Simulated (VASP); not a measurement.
# Be (Im-3m) in VASP: notebook

Runs on Be. Level: PBE. Tasks: single point.

All numbers are computed with VASP 6.6.1; they aren't measurements. Logs are shortened: lines on timing, memory, paths and dates and some standing lists are left out, and cuts for length are marked.

## 1. The structure

The structure is cubic, space group Im-3m (No. 229). Conventional cell: a = 2.501 Å, b = 2.501 Å, c = 2.501 Å, α = 90.00°, β = 90.00°, γ = 90.00°. Around Be (site symmetry m-3m) lie 8 Be at 2.17 Å.

The cell was built by a generator and needn't be a form met in nature.

## 2. Single point, PBE, non-collinear spin, zero start, spin-orbit coupling

INCAR reads:

```
PREC = Accurate
ENCUT = 520
EDIFF = 1E-7
ISMEAR = 0
SIGMA = 0.05
LREAL = F
LASPH = T
NELM = 150
ALGO = Normal
ISIF = 2
LWAVE = F
LCHARG = T
MAGMOM = 0 0 0
LORBIT = 11
LSORBIT = T
GGA_COMPAT = F
LORBMOM = T
GGA = PE
LVHAR = T
NBANDS = 13
```

KPOINTS reads:

```
regular mesh
0
Gamma
  24 24 24
```

POSCAR reads:

```
Be
1.0
   -1.2506380210      1.2506380210      1.2506380210
    1.2506380210     -1.2506380210      1.2506380210
    1.2506380210      1.2506380210     -1.2506380210
Be
1
Direct
    0.0000000000      0.0000000000      0.0000000000
```

Potentials or basis: VASP PAW PBE potentials, release 64 (Be).

On the command line:

```sh
$ cat potpaw_PBE.64/Be/POTCAR > POTCAR
$ mpirun -np 1 vasp_ncl > vasp.out
```

OUTCAR:

```text
PREC = Accurate
   ENCUT = 520
   EDIFF = 1E-7
   ISMEAR = 0
   LREAL = F
   LASPH = T
   NELM = 150
   ISIF = 2
   LORBIT = 11
   LSORBIT = T
   GGA = PE

 ion  position               nearest neighbor table
   1  0.000  0.000  0.000-

  LATTYP: Found a body centered cubic cell.
 ALAT       =     2.5012760420

  Lattice vectors:

 A1 = (  -1.2506380210,   1.2506380210,   1.2506380210)
 A2 = (   1.2506380210,  -1.2506380210,   1.2506380210)
 A3 = (   1.2506380210,   1.2506380210,  -1.2506380210)

Analysis of symmetry for initial positions (statically):
=====================================================================
 Subroutine PRICEL returns:
 Original cell was already a primitive cell.

 Routine SETGRP: Setting up the symmetry group for a
 body centered cubic supercell.

 Subroutine GETGRP returns: Found 48 space group operations
 (whereof 48 operations were pure point group operations)
 out of a pool of 48 trial point group operations.

The static configuration has the point symmetry O_h .

Analysis of symmetry for dynamics (positions and initial velocities):
=====================================================================
 Subroutine PRICEL returns:
 Original cell was already a primitive cell.

 Routine SETGRP: Setting up the symmetry group for a
 body centered cubic supercell.

 Subroutine GETGRP returns: Found 48 space group operations
 (whereof 48 operations were pure point group operations)
 out of a pool of 48 trial point group operations.

The dynamic configuration has the point symmetry O_h .

Analysis of structural, dynamic, and magnetic symmetry:
=====================================================================
 Subroutine PRICEL returns:
 Original cell was already a primitive cell.

 Routine SETGRP: Setting up the symmetry group for a
 body centered cubic supercell.

 Subroutine GETGRP returns: Found 48 space group operations
 (whereof 48 operations were pure point group operations)
 out of a pool of 48 trial point group operations.

The overall configuration has the point symmetry O_h .

 Subroutine INISYM returns: Found 48 space group operations
 (whereof 48 operations are pure point group operations),
 and found     1 'primitive' translations

----------------------------------------------------------------------------------------

                                     Primitive cell

  volume of cell :       7.8245

  direct lattice vectors                    reciprocal lattice vectors
    -1.250638021  1.250638021  1.250638021     0.000000000  0.399795937  0.399795937
     1.250638021 -1.250638021  1.250638021     0.399795937  0.000000000  0.399795937
     1.250638021  1.250638021 -1.250638021     0.399795937  0.399795937  0.000000000

  length of vectors
     2.166168594  2.166168594  2.166168594     0.565396837  0.565396837  0.565396837

  position of ions in fractional coordinates (direct lattice)
     0.000000000  0.000000000  0.000000000

  ion indices of the primitive-cell ions
   primitive index   ion index
                 1           1

----------------------------------------------------------------------------------------

 KPOINTS: regular mesh

Automatic generation of k-mesh.
 Grid dimensions read from file:
 generate k-points for:   24   24   24

 Generating k-lattice:

  Cartesian coordinates                     Fractional coordinates (reciprocal lattice)
     0.000000000  0.016658164  0.016658164     0.041666667  0.000000000  0.000000000
     0.016658164  0.000000000  0.016658164     0.000000000  0.041666667  0.000000000
     0.016658164  0.016658164  0.000000000     0.000000000  0.000000000  0.041666667

  Length of vectors
     0.023558202  0.023558202  0.023558202

  Shift w.r.t. Gamma in fractional coordinates (k-lattice)
     0.000000000  0.000000000  0.000000000

 Subroutine IBZKPT returns following result:
 ===========================================

 Found    413 irreducible k-points:

 Following reciprocal coordinates:
            Coordinates               Weight
  0.000000  0.000000  0.000000      1.000000
[... 53 lines left out ...]
   NELECT =       2.0000    total number of electrons
   NUPDOWN=      -1.0000    fix difference up-down
   EMIN   =  10.00;   EMAX   =-10.00  energy-range for DOS
   EFERMI =   0.00;   METHOD = LEGACY
   ISMEAR =     0;   SIGMA  =   0.05  broadening in eV -4-tet -1-fermi 0-gaus
   EFERMI_NEDOS =   21; number of points for ismear=-14 and -15
   IALGO  =     38    algorithm
   IMIX   =      4    mixing-type and parameters
     AMIX     =   0.40;   BMIX     =  1.00
     AMIX_MAG =   1.60;   BMIX_MAG =  1.00
  volume/ion in A,a.u.               =       7.82        52.80
  Fermi-wavevector in a.u.,A,eV,Ry     =   1.038962  1.963354 14.686715  1.079443
  Thomas-Fermi vector in A             =   2.173471
   LORBIT       =     11    0 simple, 1 ext, 2 COOP (PROOUT), +10 PAW based schemes
   GGA     = PE    functional components
   LHFCALC =     F    Hartree Fock is set to
   AEXX    =    0.0000 exact exchange contribution
   IVDW    =     0    specifies the selected vdW correction
   LEPSILON=     F    determine dielectric tensor
   LRPA    =     F    only Hartree local field effects (RPA)
 Gauss-broadening in eV      SIGMA  =   0.05
  energy-cutoff  :      520.00
  volume of cell :        7.82
 maximum number of plane-waves:       472
   NGX =  7   NGY =  7   NGZ =  7

 number of electron       2.0000000 magnetization       0.0000000      0.0000000      0.0000000

 number of electron       2.0000000 magnetization      -0.0000000     -0.0000000      0.0000000

 number of electron       2.0000000 magnetization       0.0000000      0.0000000     -0.0000000

 Free energy of the ion-electron system (eV)
  ---------------------------------------------------
  ext. energy  EPLUGINS =         0.00000000
  ---------------------------------------------------
  free energy    TOTEN  =        -3.66606157 eV

  energy without entropy =       -3.66577265  energy(sigma->0) =       -3.66591711

 E-fermi :   8.0916     XC(G=0): -10.6464

 val. band max:        8.0644161537   @ k =   0.2917   0.2917   0.0417
 cond. band min:       8.1079674259   @ k =   0.3333   0.2500   0.0417
 fundamental gap:      0.0435512722
 Fermi energy:         8.0916022012

 k-point     1 :       0.0000    0.0000    0.0000
  band No.  band energies     occupation
      1      -4.2987      1.00000
      2      -4.2987      1.00000
      3      27.4049      0.00000
      4      27.4049      0.00000
      5      27.4106      0.00000
      6      27.4106      0.00000
      7      27.4106      0.00000
      8      27.4106      0.00000
      9      38.7895      0.00000
     10      38.7895      0.00000
     11      38.7895      0.00000
     12      38.7895      0.00000
     13      38.7895      0.00000
[... 354 lines left out ...]
  band No.  band energies     occupation
      1       2.6966      1.00000
      2       2.6966      1.00000
      3       8.5104      0.00000
      4       8.5104      0.00000
      5      20.1020      0.00000
      6      20.1020      0.00000
      7      22.9660      0.00000
      8      22.9660      0.00000
      9      29.1847      0.00000
     10      29.1847      0.00000
     11      34.3734      0.00000
     12      34.3734      0.00000
     13      44.2469      0.00000

 [... further k-points ...]

------------------------ aborting loop because EDIFF is reached ----------------------------------------

  FORCE on cell =-STRESS in cart. coord.  units (eV):
  Direction    XX          YY          ZZ          XY          YZ          ZX
  --------------------------------------------------------------------------------------
  -------------------------------------------------------------------------------------
  Total        0.0016415      0.0016415      0.0016415     -0.0000000      0.0000000     -0.0000000
  in kB        0.3361180      0.3361180      0.3361180     -0.0000000      0.0000000     -0.0000000
  external PRESSURE =       0.3361180 kB  Pullay stress =       0.0000000 kB

 VOLUME and BASIS-vectors are now :
 -----------------------------------------------------------------------------
  energy-cutoff  :      520.00
  volume of cell :        7.82
      direct lattice vectors                 reciprocal lattice vectors
    -1.250638021  1.250638021  1.250638021     0.000000000  0.399795937  0.399795937
     1.250638021 -1.250638021  1.250638021     0.399795937  0.000000000  0.399795937
     1.250638021  1.250638021 -1.250638021     0.399795937  0.399795937  0.000000000

 POSITION                                       TOTAL-FORCE (eV/Angst)
 -----------------------------------------------------------------------------------
      0.00000      0.00000      0.00000         0.000000     -0.000000      0.000000
 -----------------------------------------------------------------------------------
    total drift:                                0.000000      0.000000      0.000000

  FREE ENERGIE OF THE ION-ELECTRON SYSTEM (eV)
  ---------------------------------------------------
  free  energy   TOTEN  =        -3.6660615744 eV

  energy  without entropy=       -3.6657726474  energy(sigma->0) =       -3.66591711

 orbital moment (x)

 # of ion     p       tot
 --------------------------------
  1        -0.000  -0.000
 --------------------------------
           -0.000  -0.000

 orbital moment (y)

 # of ion     p       tot
 --------------------------------
  1         0.000   0.000
 --------------------------------
            0.000   0.000

 orbital moment (z)

 # of ion     p       tot
 --------------------------------
  1         0.000   0.000
 --------------------------------
            0.000   0.000

 Spin-Orbit-Coupling matrix elements

 Ion:    1  E_soc:     -0.0000004
 l=   1
     0.0000000    -0.0000001    -0.0000001
    -0.0000001     0.0000000    -0.0000001
    -0.0000001    -0.0000001     0.0000000
 l=   2
     0.0000000     0.0000000     0.0000000     0.0000000     0.0000000
     0.0000000     0.0000000     0.0000000     0.0000000     0.0000000
     0.0000000     0.0000000     0.0000000     0.0000000     0.0000000
     0.0000000     0.0000000     0.0000000     0.0000000     0.0000000
     0.0000000     0.0000000     0.0000000     0.0000000     0.0000000
 l=   3
     0.0000000     0.0000000     0.0000000     0.0000000     0.0000000     0.0000000     0.0000000
     0.0000000     0.0000000     0.0000000     0.0000000     0.0000000     0.0000000     0.0000000
     0.0000000     0.0000000     0.0000000     0.0000000     0.0000000     0.0000000     0.0000000
     0.0000000     0.0000000     0.0000000     0.0000000     0.0000000     0.0000000     0.0000000
     0.0000000     0.0000000     0.0000000     0.0000000     0.0000000     0.0000000     0.0000000
     0.0000000     0.0000000     0.0000000     0.0000000     0.0000000     0.0000000     0.0000000
     0.0000000     0.0000000     0.0000000     0.0000000     0.0000000     0.0000000     0.0000000

 total charge

# of ion       s       p       d       tot
------------------------------------------
    1        0.392   0.781   0.000   1.172

 magnetization (x)

# of ion       s       p       d       tot
------------------------------------------
    1        0.000  -0.000   0.000  -0.000

 magnetization (y)

# of ion       s       p       d       tot
------------------------------------------
    1       -0.000   0.000   0.000   0.000

 magnetization (z)

# of ion       s       p       d       tot
------------------------------------------
    1       -0.000  -0.000   0.000  -0.000
```

Run time: 23 s. Hardware: 1 thread of Intel Xeon 6975P-C (Granite Rapids), shared host; peak memory 0.15 GiB.

Results:

* Free energy: -3.6661 eV
* Pressure: 0.0 GPa
* Net moment: 0.00 μB per cell
* Valence electrons inside the program's atomic spheres: Be 1.17

Moments on the atoms (μB; x, y, z):
```
Be  0.00 0.00 0.00
```

## 3. Single point, PBE

This run uses another cell than the first one, of 8.15 Å³/atom, 1.041 times its volume.

INCAR reads:

```
PREC = Accurate
ENCUT = 520
EDIFF = 1E-6
ISMEAR = 0
SIGMA = 0.05
LREAL = F
LASPH = T
NELM = 100
ALGO = Fast
ISIF = 2
LWAVE = F
LCHARG = F
GGA = PE
NBANDS = 7
```

KPOINTS reads:

```
Automatic mesh
0
Gamma
  10 10 10
```

POSCAR reads:

```
Be
1.0
   -1.2676664736      1.2676664736      1.2676664736
    1.2676664736     -1.2676664736      1.2676664736
    1.2676664736      1.2676664736     -1.2676664736
Be
1
Direct
    0.0000000000      0.0000000000      0.0000000000
```

Potentials or basis: VASP PAW PBE potentials, release 64 (Be).

On the command line:

```sh
$ cat potpaw_PBE.64/Be/POTCAR > POTCAR
$ mpirun -np 1 vasp_std > vasp.out
```

Run time: 2.7 s. Hardware: 1 thread of Intel Xeon 6975P-C (Granite Rapids), shared host; peak memory 0.09 GiB.

It converged, with:

```
Free energy            : -3.6533 eV
Pressure               : -4.6 GPa
Band gap on the k mesh : none (metal or under the smearing width)
```

Levels at points of the mesh, in eV from the Fermi level:
| k point | band 1 | band 2 | band 3 | band 4 | band 5 |
| --- | --- | --- | --- | --- | --- |
| (0.00, 0.00, 0.00) | -11.86 | 18.97 | 18.97 | 18.97 | 30.19 |
| (0.50, 0.00, 0.00) | -4.91 | 0.45 | 12.08 | 15.22 | 20.13 |
| (0.50, 0.50, 0.50) | 4.03 | 4.03 | 4.03 | 9.81 | 9.81 |

## 4. Single point, PBE

This run uses another cell than the first one, of 7.89 Å³/atom, 1.009 times its volume.

INCAR reads:

```
PREC = Accurate
ENCUT = 520
EDIFF = 1E-6
ISMEAR = 0
SIGMA = 0.05
LREAL = False
LASPH = True
NELM = 60
ALGO = Fast
ISIF = 2
LWAVE = False
LCHARG = False
GGA = PE
NBANDS = 7
```

KPOINTS is that of step 3.

POSCAR reads:

```
Be
1.0
   -1.2541827048      1.2541827048      1.2541827048
    1.2541827048     -1.2541827048      1.2541827048
    1.2541827048      1.2541827048     -1.2541827048
Be
1
Direct
    0.0000000000      0.0000000000      0.0000000000
```

On the command line:

```sh
$ cat potpaw_PBE.64/Be/POTCAR > POTCAR
$ mpirun -np 1 vasp_std > vasp.out
```

It took 2.9 s on 1 thread of Intel Xeon 6975P-C (Granite Rapids), shared host; peak memory 0.1 GiB.

The run converged. Its results:

```yaml
Free_energy: -3.6578 eV
Pressure: -0.9 GPa
Band_gap_on_the_k_mesh: none (metal or under the smearing width)
```

Levels at points of the mesh, in eV from the Fermi level:
```tsv
k point	band 1	band 2	band 3	band 4
(0.00, 0.00, 0.00)	-12.04	19.49	19.49	19.49
(0.50, 0.00, 0.00)	-5.02	0.55	12.40	15.60
(0.50, 0.50, 0.50)	4.14	4.14	4.14	9.98
```

## 5. Summary

```csv
spin,cell,k mesh,gap on the mesh (eV),pressure (GPa)
"non-collinear, zero start, SOC","Im-3m, 7.82 Å³/atom",24 × 24 × 24,-,0.0
off,"Im-3m, 8.15 Å³/atom",10 × 10 × 10,none,-4.6
off,"Im-3m, 7.89 Å³/atom",10 × 10 × 10,none,-0.9
```

Alike in all rows: task single point; level PBE; potentials or basis VASP PAW PBE potentials, release 64 (Be); cutoff (eV) 520; smearing gaussian 0.05 eV.

Total energies depend on the potentials used, so only differences within one code and one set of settings carry meaning.
